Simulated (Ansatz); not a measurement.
# W, space group Im-3m: a point defect in a supercell

Program: the Python package of Ansatz (0.2.0).

`w_defect.py`
```python
"""Point defect (vacancy) in W."""

import argparse

import ansatz as az
import numpy as np
from pymatgen.core import Lattice, Structure
from pymatgen.io.ase import AseAtomsAdaptor

parser = argparse.ArgumentParser(description="Point defect (vacancy) in W.")
parser.add_argument("--functional", default="PBE", help="exchange-correlation functional")
parser.add_argument("--kgrid", type=int, nargs=3, required=True, help="k-point sampling")
parser.add_argument("--occupations", required=True, help="how the bands are filled")
args = parser.parse_args()


def main() -> None:
    pmg_structure = Structure(
        Lattice([(-1.582345, 1.582345, 1.582345), (1.582345, -1.582345, 1.582345), (1.582345, 1.582345, -1.582345)]),
        ["W"],
        [
            (0.0, 0.0, 0.0),
        ],
    )
    crystal = az.Crystal.from_ase(AseAtomsAdaptor.get_atoms(pmg_structure))
    host = crystal.supercell(3, 2, 2)
    defective = host.vacancy("W", at=(0.0, 0.0, 0.0))

    def prepare(structure):
        return (
            structure.calculation()
            .functional(args.functional)
            .basis(38 * az.Ry)
            .kpoints(*args.kgrid)
            .occupations(args.occupations)
            .band_table()
        )


    perfect = prepare(host).run(threads=1).report
    calc = (
        prepare(defective)
        .relax(force_tolerance=0.03, max_steps=40)
    )
    outcome = calc.run(threads=1)
    data = outcome.report

    n_host, n_defect = len(perfect["lattice"]["sites"]), len(data["lattice"]["sites"])
    print(f"perfect cell: {n_host} atoms, F = {perfect['free_energy_ev']:.4f} eV")
    print(f"defect cell:  {n_defect} atoms, F = {data['free_energy_ev']:.4f} eV")
    print(f"vacancy formation energy {data['free_energy_ev'] - perfect['free_energy_ev'] * n_defect / n_host:.3f} eV")

    for label, run in (("perfect", perfect), ("defect", data)):
        levels, filled = np.array(run["eigenvalues_ev"][0]), np.array(run["occupations"][0])
        top = int(np.argmin(np.abs(levels - run["fermi_energy_ev"])))
        window = slice(max(top - 3, 0), top + 4)
        print(label, "levels near E_F at the first k-point:", ", ".join(f"{e - run['fermi_energy_ev']:.2f} ({f:.2f})" for e, f in zip(levels[window], filled[window])))

    start = np.array([site.position for site in defective.resolved().sites])
    step = np.array([site.position_frac for site in outcome.lattice.sites]) - start
    moved = np.linalg.norm((step - np.round(step)) @ outcome.lattice.cell_ang, axis=1)
    print("relaxation by atom (A):", " ".join(f"{site.symbol}:{d:.3f}" for site, d in zip(outcome.lattice.sites, moved)))


if __name__ == "__main__":
    main()
```

```console
$ python w_defect.py --kgrid 2 3 3 --occupations fermi_dirac
perfect cell: 12 atoms, F = -124618.5295 eV
defect cell:  11 atoms, F = -114230.1342 eV
vacancy formation energy 3.518 eV
perfect levels near E_F at the first k-point: -1.38 (2.00), -1.38 (2.00), -1.38 (2.00), 0.53 (0.01), 0.53 (0.01), 0.53 (0.01), 1.20 (0.00)
defect levels near E_F at the first k-point: -0.71 (2.00), -0.69 (2.00), -0.41 (1.97), 0.13 (0.44), 0.65 (0.00), 1.07 (0.00), 1.15 (0.00)
relaxation by atom (A): W:0.000 W:0.000 W:0.000 W:0.032 W:0.026 W:0.026 W:0.044 W:0.032 W:0.026 W:0.026 W:0.044
```

Reading the output:
- Total energies depend on the potentials; only differences at equal settings carry meaning. A total without «per atom» is that of the whole cell that was run.
- The run is spin-unpolarised.
- The computed bands are complete only to about 2.7 eV above the Fermi level.
- For a metal this mesh is far too coarse, so the numbers only illustrate the procedure.
- Errors of mesh and smearing per atom add up over the supercell, so the energy can be off by tenths of an eV.
- Each cell's levels count from its own Fermi level and aren't aligned; one k-point can hide that the defect cell is metallic.
- Levels are Kohn-Sham eigenvalues on this mesh, without spin-orbit coupling.
- The supercell is small, so the defect meets its images and the energies aren't those of an isolated defect; a partly filled defect level may also lower its energy by spin or distortion. For a charged cell the difference holds no correction, alignment or term for the electrons' reservoir.
- Run time: 63 s on 1 thread of Arm Neoverse V2, on a shared host, peak memory 0.69 GiB.
